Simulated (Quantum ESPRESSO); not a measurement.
# AlN (F-43m) in Quantum ESPRESSO: a series of runs

Aim: see how the results for AlN move with the level of theory and the settings. Levels: vdW-DF3-opt2, vdW-DF-C09. Tasks: band structure.

Program: Quantum ESPRESSO 7.5. These are calculated values, not measurements. Logs are shortened: lines on timing, memory, paths and dates and some standing lists are left out, and cuts for length are marked.

### Step 1. The crystal as given

The structure is cubic, space group F-43m (No. 216). Conventional cell: a = 4.368 Å, b = 4.368 Å, c = 4.368 Å, α = 90.00°, β = 90.00°, γ = 90.00°. Al (site symmetry -43m) is surrounded by 4 N at 1.89 Å. N (site symmetry -43m) has 4 Al at 1.89 Å as nearest neighbours.

Measurements of this composition are mostly on another form, of space group No. 186.

### Step 2. Band structure, vdW-DF3-opt2

pw.in

```
&CONTROL
  calculation = 'scf'
  prefix = 'pwscf'
  outdir = './tmp'
  pseudo_dir = './pseudo'
  tprnfor = .true.
  tstress = .true.
  disk_io = 'low'
/
&SYSTEM
  ibrav = 0
  nat = 2
  ntyp = 2
  ecutwfc = 84
  nbnd = 9
  input_dft = 'vdw-df3-opt2'
  occupations = 'smearing'
  smearing = 'fd'
  degauss = 0.00367493
/
&ELECTRONS
  conv_thr = 4d-10
  electron_maxstep = 120
  mixing_beta = 0.5
/
ATOMIC_SPECIES
Al    26.9815 Al.upf
N     14.0070 N.upf
CELL_PARAMETERS angstrom
   0.0000000000    2.1839935596    2.1839935596
   2.1839935596    0.0000000000    2.1839935596
   2.1839935596    2.1839935596    0.0000000000
ATOMIC_POSITIONS crystal
Al     0.0000000000    0.0000000000    0.0000000000
N      0.2500000000    0.2500000000    0.2500000000
K_POINTS automatic
10 10 10 0 0 0
```

bands.in

```
&CONTROL
  calculation = 'bands'
  prefix = 'pwscf'
  outdir = './tmp'
  pseudo_dir = './pseudo'
  disk_io = 'low'
  verbosity = 'high'
/
&SYSTEM
  ibrav = 0
  nat = 2
  ntyp = 2
  ecutwfc = 84
  nbnd = 9
  input_dft = 'vdw-df3-opt2'
  occupations = 'smearing'
  smearing = 'fd'
  degauss = 0.00367493
/
&ELECTRONS
  conv_thr = 1d-08
  electron_maxstep = 120
  mixing_beta = 0.5
  diago_full_acc = .true.
/
ATOMIC_SPECIES
Al    26.9815 Al.upf
N     14.0070 N.upf
CELL_PARAMETERS angstrom
   0.0000000000    2.1839935596    2.1839935596
   2.1839935596    0.0000000000    2.1839935596
   2.1839935596    2.1839935596    0.0000000000
ATOMIC_POSITIONS crystal
Al     0.0000000000    0.0000000000    0.0000000000
N      0.2500000000    0.2500000000    0.2500000000
K_POINTS crystal
60
 0.0000000000  0.0000000000  0.0000000000 1
 0.0625000000  0.0000000000  0.0625000000 1
 0.1250000000  0.0000000000  0.1250000000 1
 0.1875000000  0.0000000000  0.1875000000 1
 0.2500000000  0.0000000000  0.2500000000 1
 0.3125000000  0.0000000000  0.3125000000 1
 0.3750000000  0.0000000000  0.3750000000 1
 0.4375000000  0.0000000000  0.4375000000 1
 0.5000000000  0.0000000000  0.5000000000 1
 0.5000000000  0.0625000000  0.5625000000 1
 0.5000000000  0.1250000000  0.6250000000 1
 0.5000000000  0.1875000000  0.6875000000 1
 0.5000000000  0.2500000000  0.7500000000 1
 0.4375000000  0.3125000000  0.7500000000 1
 0.3750000000  0.3750000000  0.7500000000 1
 0.3375000000  0.3375000000  0.6750000000 1
 0.3000000000  0.3000000000  0.6000000000 1
 0.2625000000  0.2625000000  0.5250000000 1
 0.2250000000  0.2250000000  0.4500000000 1
 0.1875000000  0.1875000000  0.3750000000 1
 0.1500000000  0.1500000000  0.3000000000 1
 0.1125000000  0.1125000000  0.2250000000 1
 0.0750000000  0.0750000000  0.1500000000 1
 0.0375000000  0.0375000000  0.0750000000 1
 0.0000000000  0.0000000000  0.0000000000 1
 0.0625000000  0.0625000000  0.0625000000 1
 0.1250000000  0.1250000000  0.1250000000 1
 0.1875000000  0.1875000000  0.1875000000 1
 0.2500000000  0.2500000000  0.2500000000 1
 0.3125000000  0.3125000000  0.3125000000 1
 0.3750000000  0.3750000000  0.3750000000 1
 0.4375000000  0.4375000000  0.4375000000 1
 0.5000000000  0.5000000000  0.5000000000 1
 0.5250000000  0.4500000000  0.5250000000 1
 0.5500000000  0.4000000000  0.5500000000 1
 0.5750000000  0.3500000000  0.5750000000 1
 0.6000000000  0.3000000000  0.6000000000 1
 0.6250000000  0.2500000000  0.6250000000 1
 0.5833333333  0.2500000000  0.6666666667 1
 0.5416666667  0.2500000000  0.7083333333 1
 0.5000000000  0.2500000000  0.7500000000 1
 0.5000000000  0.2857142857  0.7142857143 1
 0.5000000000  0.3214285714  0.6785714286 1
 0.5000000000  0.3571428571  0.6428571429 1
 0.5000000000  0.3928571429  0.6071428571 1
 0.5000000000  0.4285714286  0.5714285714 1
 0.5000000000  0.4642857143  0.5357142857 1
 0.5000000000  0.5000000000  0.5000000000 1
 0.4821428571  0.4821428571  0.5357142857 1
 0.4642857143  0.4642857143  0.5714285714 1
 0.4464285714  0.4464285714  0.6071428571 1
 0.4285714286  0.4285714286  0.6428571429 1
 0.4107142857  0.4107142857  0.6785714286 1
 0.3928571429  0.3928571429  0.7142857143 1
 0.3750000000  0.3750000000  0.7500000000 1
 0.6250000000  0.2500000000  0.6250000000 1
 0.5937500000  0.1875000000  0.5937500000 1
 0.5625000000  0.1250000000  0.5625000000 1
 0.5312500000  0.0625000000  0.5312500000 1
 0.5000000000  0.0000000000  0.5000000000 1
```

Potentials or basis: PseudoDojo 0.4.1 SR PBE standard.

Run with:

```console
$ OMP_NUM_THREADS=1 pw.x -in pw.in > pw.out
$ OMP_NUM_THREADS=1 pw.x -in bands.in > bands.out
```

pw.out:

```text
This program is part of the open-source Quantum ESPRESSO suite
     for quantum simulation of materials; please cite
         "P. Giannozzi et al., J. Phys.:Condens. Matter 21 395502 (2009);
         "P. Giannozzi et al., J. Phys.:Condens. Matter 29 465901 (2017);
         "P. Giannozzi et al., J. Chem. Phys. 152 154105 (2020);
     in publications or presentations arising from this work. More details at

     IMPORTANT: XC functional enforced from input :
     Exchange-correlation= VDW-DF3-OPT2
                           (   1   4  46   0   4   0   0)
     Any further DFT definition will be discarded
     Please, verify this is what you really want

     Message from routine setup:
     using ibrav=0 with symmetry is DISCOURAGED, use correct ibrav instead

     G-vector sticks info
     --------------------
     sticks:   dense  smooth     PW     G-vecs:    dense   smooth      PW
     Sum         793     793    241                14553    14553    2445

     Using Slab Decomposition

     bravais-lattice index     =            0
     lattice parameter (alat)  =       5.8367  a.u.
     unit-cell volume          =     140.5985 (a.u.)^3
     number of atoms/cell      =            2
     number of atomic types    =            2
     number of electrons       =         8.00
     number of Kohn-Sham states=            9
     kinetic-energy cutoff     =      84.0000  Ry
     charge density cutoff     =     336.0000  Ry
     scf convergence threshold =      4.0E-10
     mixing beta               =       0.5000
     number of iterations used =            8  plain     mixing
     Exchange-correlation= VDW-DF3-OPT2
                           (   1   4  46   0   4   0   0)

     celldm(1)=   5.836671  celldm(2)=   0.000000  celldm(3)=   0.000000
     celldm(4)=   0.000000  celldm(5)=   0.000000  celldm(6)=   0.000000

     crystal axes: (cart. coord. in units of alat)
               a(1) = (   0.000000   0.707107   0.707107 )
               a(2) = (   0.707107   0.000000   0.707107 )
               a(3) = (   0.707107   0.707107   0.000000 )

     reciprocal axes: (cart. coord. in units 2 pi/alat)
               b(1) = ( -0.707107  0.707107  0.707107 )
               b(2) = (  0.707107 -0.707107  0.707107 )
               b(3) = (  0.707107  0.707107 -0.707107 )

     PseudoPot. # 1 for Al read from file:
     Al.upf
     Pseudo is Norm-conserving + core correction, Zval =  3.0
     Generated using ONCVPSP code by D. R. Hamann
     Using radial grid of 1876 points,  6 beta functions with:
                l(1) =   0
                l(2) =   0
                l(3) =   1
                l(4) =   1
                l(5) =   2
                l(6) =   2

     PseudoPot. # 2 for N  read from file:
     N.upf
     Pseudo is Norm-conserving + core correction, Zval =  5.0
     Generated using ONCVPSP code by D. R. Hamann
     Using radial grid of 1058 points,  4 beta functions with:
                l(1) =   0
                l(2) =   0
                l(3) =   1
                l(4) =   1

     atomic species   valence    mass     pseudopotential
     Al                3.00    26.98150     Al( 1.00)
     N                 5.00    14.00700     N ( 1.00)

     24 Sym. Ops. (no inversion) found

   Cartesian axes

     site n.     atom                  positions (alat units)
         1        Al     tau(   1) = (   0.0000000   0.0000000   0.0000000  )
         2        N      tau(   2) = (   0.3535534   0.3535534   0.3535534  )

     number of k points=    47  Fermi-Dirac smearing, width (Ry)=  0.0037
                       cart. coord. in units 2pi/alat
        k(    1) = (   0.0000000   0.0000000   0.0000000), wk =   0.0020000
        k(    2) = (   0.0707107   0.0707107  -0.0707107), wk =   0.0160000
        k(    3) = (   0.1414214   0.1414214  -0.1414214), wk =   0.0160000
        k(    4) = (   0.2121320   0.2121320  -0.2121320), wk =   0.0160000
        k(    5) = (   0.2828427   0.2828427  -0.2828427), wk =   0.0160000
        k(    6) = (  -0.3535534  -0.3535534   0.3535534), wk =   0.0080000
[... 39 lines left out ...]
        k(   46) = (  -0.0707107  -0.3535534   0.6363961), wk =   0.0480000
        k(   47) = (  -0.7071068   0.2828427   0.0000000), wk =   0.0240000

     Dense  grid:    14553 G-vectors     FFT dimensions: (  36,  36,  36)

     Initial potential from superposition of free atoms

     starting charge       7.9975, renormalised to       8.0000

     %%%%%%%%%%%%%%%%%%%%%%%%%%%%%%%%%%%%%%%%%%%%%%%%%%%%%%%%%%%%%%%%%%%%%%%%
     %                                                                      %
     % You are using vdW-DF, which was implemented by the Thonhauser group. %
     % Please cite the following two papers that made this development      %
     % possible and the two reviews that describe the various versions:     %
     %                                                                      %
     %   T. Thonhauser et al., PRL 115, 136402 (2015).                      %
     %   T. Thonhauser et al., PRB 76, 125112 (2007).                       %
     %   K. Berland et al., Rep. Prog. Phys. 78, 066501 (2015).             %
     %   D.C. Langreth et al., J. Phys.: Condens. Matter 21, 084203 (2009). %
     %                                                                      %
     % If you are calculating stress with vdW-DF, please also cite:         %
     %                                                                      %
     %   R. Sabatini et al., J. Phys.: Condens. Matter 24, 424209 (2012).   %
     %                                                                      %
     %%%%%%%%%%%%%%%%%%%%%%%%%%%%%%%%%%%%%%%%%%%%%%%%%%%%%%%%%%%%%%%%%%%%%%%%

     %%%%%%%%%%%%%%%%%%%%%%%%%%%%%%%%%%%%%%%%%%%%%%%%%%%%%%%%%%%%%%%%%%%%%%%%
     %                                                                      %
     %  vdW-DF NEWS:                                                        %
     %                                                                      %
     %  * vdW-DF3 is now available. DOI: 10.1021/acs.jctc.0c00471           %
     %    use with input_dft = 'vdW-DF3-opt1' or 'vdW-DF3-opt2'             %
     %                                                                      %
     %  * Unscreened and range-separated hybrid vdW-DF-cx functionals       %
     %    DOI: 10.1063/1.4986522 and 10.1088/1361-648X/ac2ad2               %
     %    use with input_dft = 'vdW-DF-cx0'    and 'vdW-DF-ahcx'            %
     %  * Unscreened and range-separated hybrid vdW-DF2-b86r functionals    %
     %    DOI: 10.1063/1.4986522 and DOI: 10.1103/PhysRevX.12.041003        %
     %    use with input_dft = 'vdW-DF2-br0' and 'vdW-DF2-ahbr'             %
     %                                                                      %
     %%%%%%%%%%%%%%%%%%%%%%%%%%%%%%%%%%%%%%%%%%%%%%%%%%%%%%%%%%%%%%%%%%%%%%%%

     Starting wfcs are    8 randomized atomic wfcs +    1 random wfcs

     Self-consistent Calculation

     iteration #  1     ecut=    84.00 Ry     beta= 0.50
     Davidson diagonalization with overlap
     ethr =  1.00E-02,  avg # of iterations =  6.0

     total energy              =     -25.45511167 Ry
     estimated scf accuracy    <       0.60218399 Ry

     iteration #  2     ecut=    84.00 Ry     beta= 0.50
     Davidson diagonalization with overlap
     ethr =  7.53E-03,  avg # of iterations =  1.8

     total energy              =     -25.62009680 Ry
     estimated scf accuracy    <       0.07379783 Ry

     iteration #  3     ecut=    84.00 Ry     beta= 0.50
     Davidson diagonalization with overlap
     ethr =  9.22E-04,  avg # of iterations =  1.0
[... 50 lines left out ...]
     total energy              =     -25.63290563 Ry
     estimated scf accuracy    <          1.8E-09 Ry

     iteration # 11     ecut=    84.00 Ry     beta= 0.50
     Davidson diagonalization with overlap
     ethr =  2.21E-11,  avg # of iterations =  2.0

     total energy              =     -25.63290563 Ry
     estimated scf accuracy    <          6.4E-09 Ry

     iteration # 12     ecut=    84.00 Ry     beta= 0.50
     Davidson diagonalization with overlap
     ethr =  2.21E-11,  avg # of iterations =  2.0

     End of self-consistent calculation

          k = 0.0000 0.0000 0.0000 (  1837 PWs)   bands (ev):

    -8.0361   6.9228   6.9228   6.9228  11.1479  19.5481  19.5481  19.5481
    24.6818

          k = 0.0707 0.0707-0.0707 (  1841 PWs)   bands (ev):

    -7.8897   6.1160   6.8713   6.8713  11.8036  19.1521  19.6796  19.6796
    23.4008

          k = 0.1414 0.1414-0.1414 (  1841 PWs)   bands (ev):

    -7.4729   4.5149   6.7429   6.7429  12.9249  18.3360  19.5995  19.5995
    22.8712

          k = 0.2121 0.2121-0.2121 (  1841 PWs)   bands (ev):

    -6.8671   2.8695   6.5957   6.5957  13.7714  17.5616  18.9302  18.9302
    23.9297
[... 118 lines left out ...]
    -5.7034   2.4282   5.2898   5.2898  10.8514  15.8659  20.1802  22.2867
    22.2867

          k =-0.0707-0.6364 0.6364 (  1812 PWs)   bands (ev):

    -5.4295   2.2186   4.7450   5.2516  10.8378  16.0046  20.4745  22.2290
    22.3960

          k = 0.0000-0.5657 0.5657 (  1816 PWs)   bands (ev):

    -5.3411   2.4601   3.7317   5.4136  11.6065  16.7422  20.2745  21.5667
    22.0820

          k =-0.7071 0.0000 0.0000 (  1772 PWs)   bands (ev):

    -5.3495   2.0306   5.1479   5.1479  10.2700  15.5878  20.8643  22.6496
    22.6496

          k = 0.2828 0.1414 0.0000 (  1832 PWs)   bands (ev):

    -7.1231   4.0991   5.9255   6.5625  13.5238  17.9015  18.2981  20.2001
    21.1119

          k = 0.3536 0.2121-0.0707 (  1838 PWs)   bands (ev):

    -6.5616   2.9629   5.4616   6.3815  14.0837  16.9500  18.2496  19.7620
    22.1240

          k =-0.2828-0.4243 0.5657 (  1820 PWs)   bands (ev):

    -6.0123   1.9523   5.2406   6.1530  14.4027  16.0894  18.8064  19.3245
    23.5132

          k =-0.2121-0.3536 0.4950 (  1824 PWs)   bands (ev):

    -5.7685   1.5363   5.1837   6.0486  14.5367  15.7310  19.0565  19.2192
    24.5876
[... 28 lines left out ...]
    -5.6462   2.4689   4.8861   5.1106  11.6307  16.5106  19.5430  21.4587
    22.6080

          k =-0.0707-0.4950 0.6364 (  1821 PWs)   bands (ev):

    -5.3923   2.5054   3.9773   5.0473  12.1053  17.0679  19.5914  20.7162
    23.0070

          k = 0.0000-0.4243 0.5657 (  1821 PWs)   bands (ev):

    -5.3964   2.8647   3.1695   5.3219  12.8937  17.3251  19.4529  20.1200
    23.3090

          k =-0.7071 0.1414 0.0000 (  1804 PWs)   bands (ev):

    -5.3301   2.2489   4.7309   4.7791  11.1206  16.2748  20.5311  21.3853
    22.9592

          k =-0.1414-0.4243 0.7071 (  1824 PWs)   bands (ev):

    -5.5149   2.5819   3.9982   5.0436  13.0739  17.6897  18.2251  20.3731
    23.5365

          k =-0.0707-0.3536 0.6364 (  1820 PWs)   bands (ev):

    -5.3688   2.7704   3.5932   4.7771  13.1469  17.6802  18.8783  19.8111
    23.9720

          k =-0.7071 0.2828 0.0000 (  1816 PWs)   bands (ev):

    -5.2982   2.8609   3.8279   4.3012  12.6686  17.8106  19.3225  19.5761
    23.8464

     the Fermi energy is     8.6197 ev

!    total energy              =     -25.63290563 Ry
     estimated scf accuracy    <          2.3E-10 Ry
     smearing contrib. (-TS)   =      -0.00000000 Ry
     internal energy E=F+TS    =     -25.63290563 Ry

     The total energy is F=E-TS. E is the sum of the following terms:
     one-electron contribution =      -0.92991461 Ry
     hartree contribution      =       5.64202470 Ry
     xc contribution           =      -8.54505651 Ry
     ewald contribution        =     -21.79995921 Ry

     convergence has been achieved in  12 iterations

     Forces acting on atoms (cartesian axes, Ry/au):

     atom    1 type  1   force =    -0.00000000    0.00000000    0.00000000
     atom    2 type  2   force =     0.00000000    0.00000000   -0.00000000

     Total force =     0.000000     Total SCF correction =     0.000000

     Computing stress (Cartesian axis) and pressure

          total   stress  (Ry/bohr**3)                   (kbar)     P=       40.98
   0.00027857  -0.00000000  -0.00000000           40.98       -0.00       -0.00
  -0.00000000   0.00027857  -0.00000000           -0.00       40.98       -0.00
  -0.00000000  -0.00000000   0.00027857           -0.00       -0.00       40.98

=------------------------------------------------------------------------------=
   JOB DONE.
=------------------------------------------------------------------------------=
```

It took 2.4 min on 1 thread of Arm Neoverse V1, shared host; peak memory 0.09 GiB.

What came out:

```
Free energy             : -348.7534 eV
Pressure                : 4.1 GPa
Band gap on the k mesh  : 3.35 eV, indirect (least direct gap 4.23 eV)
Band gap along the path : 3.35 eV, indirect (least direct gap 4.23 eV)
```

Levels at the corners of the path, in eV from the valence-band top:
```
point  band 1  band 2  band 3  band 4  band 5  band 6  band 7  band 8  band 9
    Γ  -14.96    0.00    0.00    0.00    4.23   12.63   12.63   12.63   17.76
    X  -12.27   -4.89   -1.77   -1.77    3.35    8.67   13.94   15.73   15.73
    W  -12.22   -3.76   -3.45   -2.69    6.07   11.43   12.00   12.21   17.27
    K  -12.29   -4.24   -3.63   -1.37    5.19   10.13   13.08   14.19   15.24
    Γ  -14.96    0.00    0.00    0.00    4.23   12.63   12.63   12.63   17.76
    L  -12.91   -5.85   -0.48   -0.48    7.41    9.88   11.19   11.19   17.98
    U  -12.29   -4.24   -3.63   -1.37    5.19   10.13   13.08   14.19   15.24
    W  -12.22   -3.76   -3.45   -2.69    6.07   11.43   12.00   12.21   17.27
    L  -12.91   -5.85   -0.48   -0.48    7.41    9.88   11.19   11.19   17.98
    K  -12.29   -4.24   -3.63   -1.37    5.19   10.13   13.08   14.19   15.24
    U  -12.29   -4.24   -3.63   -1.37    5.19   10.13   13.08   14.19   15.24
    X  -12.27   -4.89   -1.77   -1.77    3.35    8.67   13.94   15.73   15.73
```

Caveat: the potentials were made for another functional, which shifts forces and pressure.

### Step 3. Band structure, vdW-DF-C09

pw.in: that of step 2 with these lines changed.

```diff
@@ -15,3 +15,3 @@
   nbnd = 9
-  input_dft = 'vdw-df3-opt2'
+  input_dft = 'vdw-df-c09'
   occupations = 'smearing'
@@ -32,5 +32,5 @@
    2.1839935596    2.1839935596    0.0000000000
-ATOMIC_POSITIONS crystal
+ATOMIC_POSITIONS angstrom
 Al     0.0000000000    0.0000000000    0.0000000000
-N      0.2500000000    0.2500000000    0.2500000000
+N      1.0919967798    1.0919967798    1.0919967798
 K_POINTS automatic
```

bands.in: that of step 2 with these lines changed.

```diff
@@ -14,3 +14,3 @@
   nbnd = 9
-  input_dft = 'vdw-df3-opt2'
+  input_dft = 'vdw-df-c09'
   occupations = 'smearing'
@@ -32,5 +32,5 @@
    2.1839935596    2.1839935596    0.0000000000
-ATOMIC_POSITIONS crystal
+ATOMIC_POSITIONS angstrom
 Al     0.0000000000    0.0000000000    0.0000000000
-N      0.2500000000    0.2500000000    0.2500000000
+N      1.0919967798    1.0919967798    1.0919967798
 K_POINTS crystal
```

Potentials or basis: PseudoDojo 0.4.1 SR PBE standard.

Run with:

```console
$ OMP_NUM_THREADS=1 pw.x -in pw.in > pw.out
$ OMP_NUM_THREADS=1 pw.x -in bands.in > bands.out
```

Wall time 2.5 min (1 thread of Arm Neoverse V1, shared host); peak memory 0.09 GiB.

Results (log left out):

```
Free energy             : -348.0924 eV
Pressure                : 2.8 GPa
Band gap on the k mesh  : 3.27 eV, indirect (least direct gap 4.17 eV)
Band gap along the path : 3.27 eV, indirect (least direct gap 4.17 eV)
```

Levels at the corners of the path, in eV from the valence-band top:
```tsv
point	band 2	band 3	band 4	band 5	band 6	band 7
Γ	0.00	0.00	0.00	4.17	12.58	12.58
X	-4.92	-1.78	-1.78	3.27	8.61	13.91
W	-3.78	-3.47	-2.72	6.02	11.39	11.95
K	-4.26	-3.66	-1.38	5.13	10.09	13.05
Γ	0.00	0.00	0.00	4.17	12.58	12.58
L	-5.88	-0.48	-0.48	7.37	9.83	11.13
U	-4.26	-3.66	-1.38	5.13	10.09	13.05
W	-3.78	-3.47	-2.72	6.02	11.39	11.95
L	-5.88	-0.48	-0.48	7.37	9.83	11.13
K	-4.26	-3.66	-1.38	5.13	10.09	13.05
U	-4.26	-3.66	-1.38	5.13	10.09	13.05
X	-4.92	-1.78	-1.78	3.27	8.61	13.91
```

Caveat: the potentials were made for another functional, which shifts forces and pressure.
